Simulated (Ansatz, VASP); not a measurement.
One calculation of Sb, two programs

The input INCAR:

```
PREC = Accurate ; ENCUT = 520
EDIFF = 1E-6 ; ISMEAR = -1
SIGMA = 0.05 ; LREAL = F
LASPH = T ; NELM = 60
ALGO = Normal ; ISIF = 2
LWAVE = F ; LCHARG = F
GGA = PE ; NBANDS = 8
```

Contents of KPOINTS:

```
regular mesh
0
Gamma
  19 19 19
```

Contents of POSCAR:

```
Sb
1.0
   -1.4742770936      1.4742770936      2.4293735496
    1.4742770936     -1.4742770936      2.4293735496
    1.4742770936      1.4742770936     -2.4293735496
Sb
1
Direct
    0.0000000000      0.0000000000      0.0000000000
```

Input for Ansatz:

```yaml
crystal:
  lattice:
    - [-1.4742770936, 1.4742770936, 2.4293735496]
    - [1.4742770936, -1.4742770936, 2.4293735496]
    - [1.4742770936, 1.4742770936, -2.4293735496]
  atoms:
    - { symbol: Sb, position: [0.0, 0.0, 0.0] }
kpoints:
  mp_grid: { grid: [19, 19, 19] }
  band_path:
    path:
      - [0.0, 0.0, 0.0]
      - [0.0, 0.0, 0.5]
      - [0.25, 0.25, 0.25]
      - [0.0, 0.5, 0.0]
      - [0.0, 0.0, 0.0]
      - [0.5, 0.5, -0.5]
      - [0.3420681988, 0.6579318012, -0.3420681988]
      - [-0.3420681988, 0.3420681988, 0.3420681988]
      - [0.0, 0.0, 0.0]
    npoints: 5
scf:
  occupations: { method: fermi_dirac, width: 0.05 }
hamiltonian:
  xc: pbe
  pseudopotentials: { kind: all_electron, lapw: { basis_error: 0.00025 } }
output:
  forces: true
  stress: true
  eigenvalues: true
```

Change from the starting cell: volume scaled by 0.94.

Alike in both runs: task single point; functional PBE; k mesh 19 × 19 × 19; occupations fermi-dirac, width 0.05 eV; no spin polarisation.

|  | VASP | Ansatz |
| --- | --- | --- |
| version | VASP 6.6.1 | Ansatz 0.2.0 |
| potentials or method | VASP PAW PBE potentials, release 64 (Sb) | all-electron LAPW, scalar-relativistic |
| plane-wave cutoff (eV) | 520 | see its input |

|  | VASP | Ansatz | Ansatz less VASP |
| --- | --- | --- | --- |
| pressure (GPa) | 28.9 | 28.9 | -0.08 |
| largest component of the traceless stress (GPa) | 2.46 | 2.33 | -0.124 |

Ansatz ran all-electron here, so the differences hold the error of VASP's frozen core and of both bases.

Caveats: so large a pressure means that the cell lies far from this level's equilibrium, or that cutoff or potentials fall short (VASP). The runs have no spin-orbit coupling, so splittings on Sb are missing.
